Among tetrahedral crystals like diamond, GaP and Ge, one with twice the volume per atom of another is about 2.5 times easier to compress. The bulk modulus $B$, the pressure needed per relative loss of volume, follows from the volume per atom $V$ alone:

$$B \approx \frac{4500}{V\sqrt[3]{V}}\ \text{GPa}, \qquad V \text{ in Å}^3.$$

For Ta, Rh and W, metals with a partly filled d shell, 11000 replaces 4500. In round figures, 6 Å³ per atom goes with 400 GPa and 20 Å³ with 80 GPa in tetrahedral crystals.

Quantum ESPRESSO 7.5, density-functional theory with the PBEsol functional, for twelve crystals, without spin polarization or spin–orbit coupling. The computed bulk modulus comes from an equation of state fitted to the energies at seven volumes, from 6% below to 6% above that of the given cell, and applies at the fitted volume of lowest energy.

| formula | space group | volume of the given cell (Å³/atom) | potentials or basis | wave cutoff (eV) | k-mesh | computed bulk modulus (GPa) | measured bulk modulus (GPa) | source | computed over measured, less one (%) |
| --- | --- | --- | --- | --- | --- | --- | --- | --- | --- |
| PbS | Fm-3m | 26.09 | PseudoDojo 0.4.1 SR PBEsol standard | 762 | 8x8x8 | 59.4 | 51 | arXiv:cond-mat/0210013 (2002) | 16.5 |
| Ge | Fd-3m | 22.64 | PseudoDojo 0.4.1 SR PBEsol standard | 1061 | 8x8x8 | 66.1 | 75.8 | arXiv:1908.00180 (2019) | -12.8 |
| Al | Fm-3m | 16.60 | PseudoDojo 0.4.1 SR PBEsol standard | 544 | 11x11x11 | 84.1 | 76.9 | pmc:3831299 (2013) | 9.4 |
| GaP | F-43m | 20.24 | PseudoDojo 0.4.1 SR PBEsol standard | 1088 | 8x8x8 | 84.7 | 87.5 | arXiv:1709.06667 (2017) | -3.2 |
| Cu | Fm-3m | 11.86 | GBRV 1.5 PBEsol | 762 | 20x20x20 | 167.4 | 139 | pmc:10161880 (2023) | 20.4 |
| BAs | F-43m | 13.63 | PseudoDojo 0.4.1 SR PBEsol standard | 1143 | 10x10x10 | 140.2 | 148 | arXiv:1911.11281 (2019) | -5.3 |
| Ta | Im-3m | 18.01 | PseudoDojo 0.4.1 SR PBEsol standard | 789 | 11x11x11 | 211.5 | 194 | arXiv:cond-mat/0403080 (2004) | 9.0 |
| SiC | F-43m | 10.35 | GBRV 1.5 PBEsol | 612 | 10x10x10 | 221.4 | 225 | pmc:9505936 (2022) | -1.6 |
| Rh | Fm-3m | 13.67 | PseudoDojo 0.4.1 SR PBEsol standard | 1197 | 12x12x12 | 296.1 | 264 | pmc:11535440 (2024) | 12.2 |
| W | Im-3m | 15.85 | PseudoDojo 0.4.1 SR PBEsol standard | 1007 | 12x12x12 | 316.8 | 307 | arXiv:1710.07581 (2017) | 3.2 |
| BN | F-43m | 5.96 | PseudoDojo 0.4.1 SR PBEsol standard | 1143 | 13x13x13 | 385.2 | 395 | arXiv:1208.3664 (2012) | -2.5 |
| C | Fd-3m | 5.67 | PseudoDojo 0.4.1 SR PBEsol standard | 1116 | 13x13x13 | 449.2 | 442 | arXiv:cond-mat/0702656 (2007) | 1.6 |

The steep power is that of an energy set by the electrostatic attraction between electrons and ions. If $L=\sqrt[3]{V}$ is the typical distance, the energy per atom scales as $e^2/L$, where $e$ is the electron's charge. A modulus is an energy per volume, so dividing by $L^3$ gives $e^2/L^4$, which is the rule's $V\sqrt[3]{V}$. The constant 4500 amounts to about two of these units.

A simple energy balance shows what must stay alike from crystal to crystal. Let an attraction $-C/L$ compete with a repulsion $A/L^m$, where $C$, $A$ and $m$ are constants of the material. At the energy minimum,

$$B=\frac{1}{9L}\,\frac{d^2E}{dL^2}=\frac{(m-1)\,C}{9L^4}.$$

Larger ion cores raise $A$ and push the atoms apart; if $C$ and $m$ stay the same, only $L$ changes the stiffness. They don't stay the same. In this model the pressure derivative of $B$ is $(m+7)/3$, and its fitted value is 3.7 in diamond and 4.8 in Ge. That makes $m-1$ about twice as large in Ge, so $C$ would have to be about half as large. The model thus gives the power of the volume only if the product $(m-1)C$ stays alike, and that it nearly does so is a finding of the table, not of the theory.

The soft end of the table shows both the reach of the rule and its first failure. Ge and GaP, with four bonds per atom, fit within about 6% of the computed values. PbS fits as well, although it has the rock-salt structure and did not help to set the constant. Al, also left out, is overestimated by 26%. One such metal can't show the cause, and the rule should not be trusted for simple metals.

In the middle of the table, volume alone no longer decides. Ta has more volume per atom than Cu, yet it is stiffer. In a partly filled d shell, more bonding than antibonding states are occupied, which pulls the atoms together; in Cu the d shell is full, bonding and antibonding states are both occupied, and the d electrons add little net bonding. This standard picture explains why Ta needs a larger constant than Cu. It doesn't explain why Cu matches the constant of the tetrahedral crystals, which may be chance.

SiC and Ta show how the two constants are used. Both rows helped to set them, and SiC is the worst fit among the tetrahedral crystals:

$$\text{SiC:}\quad 10.35\times2.18=22.6,\qquad B\approx\frac{4500}{22.6}\approx 200\ \text{GPa}$$

$$\text{Ta:}\quad 18.01\times2.62=47.2,\qquad B\approx\frac{11000}{47.2}\approx 233\ \text{GPa}$$

The calculation gives 221 GPa for SiC and 212 GPa for Ta, so the estimates are 10% too low and 10% too high.

Further down, Rh and W mark the limit of a single constant for d metals. The rule overestimates Rh by 14% and underestimates W by 13%. W has a nearly half-filled d band, where bonding states are mostly full and antibonding states mostly empty, so an extra stiffness is plausible. The scatter of these three metals doesn't tell how accurate the constant is elsewhere. For 3d metals such as Ti, Fe and Ni, whose d orbitals overlap less, it is expected to give moduli far too high.

BN and diamond, at the stiff end, make the volume law visible. Together with the other four tetrahedral crystals they span a fourfold range of volume, and a fit to these six rows with a free power gives $-1.32\pm0.06$, in line with $-4/3$. If every atom stored the same elastic energy at the same relative compression, $B$ would fall only as $1/V$; that assumption misses by up to 34%. For this family the rule can also be written with the bond length $d$ in Å, as $B\approx2500/d^4$ GPa.

Over the whole table, nine rows of which set the constants, the estimate differs from the computed modulus by 8% on average, and from the measured one by 14%. The calculation itself is 8% away from experiment on average. It is too soft for the tetrahedral crystals other than diamond, most of all for Ge, and too stiff for the five metals and PbS. In Cu, Al, Ta and W most of the excess comes from a computed equilibrium volume smaller than the listed one; thermal and zero-point expansion, which the calculation omits, is expected to account for part of that difference in volume. An estimate that matches the calculation, as for Cu, inherits its error. Cu's close match also depends on the listed cell: at the smaller volume where the computed energy is lowest, the estimate would rise by 6%.

The rule compares different crystals, each at its own equilibrium volume. It can't follow a single crystal under pressure, whose modulus changes much faster: in Ge, close to equilibrium, with the power −4.8 of the volume instead of −4/3. Strong bonding throughout the crystal is necessary for the rule but not sufficient. Where the ions carry single charges, as in rock salt, NaCl, or in tetrahedral CuCl, the first constant is expected to give a modulus far too high. In molecular or layered solids, weak forces between the units yield first, and $e^2/L^4$ is no longer the relevant scale. The printed analysis below lists the estimate for each row.

The analysis program printed:

```
fit of log(y) on 6 rows (tet): constant 8.394 +/- 0.14, coefficient of log(vol) -1.324 +/- 0.056; rms 0.0607, worst SiC -0.101, leave-one-out rms 0.0912
  rows outside the fit (model, value, miss): PbS 4.075, 4.084, -0.00914; Al 4.674, 4.432, 0.242; Cu 5.119, 5.12, -0.00139; Ta 4.566, 5.354, -0.788; Rh 4.931, 5.691, -0.76; W 4.735, 5.758, -1.02
constant B V^(4/3), geometric mean of six tetrahedral crystals, GPa A^4: 4520
constant B V^(4/3), geometric mean of Ta Rh W, GPa A^4: 10682
rounded constant 4500 GPa A^4 in units of e^2: 1.951
same rule with bond length d in tetrahedral crystals, B d^4, GPa A^4: 2531
rule of thumb against computed and measured:
  row  'B V^(4/3) (GPa A^4)'  'estimate (GPa)'  'estimate over computed less one (%)'  'estimate over measured less one (%)'
  PbS                   4596             58.15                                 -2.097                                  14.03
   Ge                   4234             70.26                                  6.294                                 -7.308
   Al                   3561             106.3                                  26.36                                  38.19
  GaP                   4672             81.58                                  -3.68                                 -6.763
   Cu                   4528             166.4                                -0.6097                                   19.7
  BAs                   4565             138.2                                 -1.417                                 -6.612
   Ta                   9985               233                                  10.17                                  20.11
  SiC                   4994             199.5                                 -9.888                                 -11.33
   Rh                   9678             336.5                                  13.66                                  27.48
    W                  12613             276.3                                 -12.79                                 -10.01
   BN                   4162             416.4                                   8.11                                  5.427
    C                   4542             445.1                                -0.9179                                 0.6961
SiC, cube root of volume, A: 2.179
SiC, volume times cube root, A^4: 22.56
Ta, cube root of volume, A: 2.621
Ta, volume times cube root, A^4: 47.21
mean size of miss of the rule against computed, all rows, %: 7.999
mean size of miss of the rule against measured, all rows, %: 13.97
mean size of error of the calculation against measured, all rows, %: 8.142
largest miss of the rival rule B V constant, tetrahedral crystals, %: 34.23
largest rise of an estimate if the fitted volume replaces the listed one (Cu), %: 5.961
pressure derivative of B, diamond: 3.677
pressure derivative of B, Ge: 4.785
```
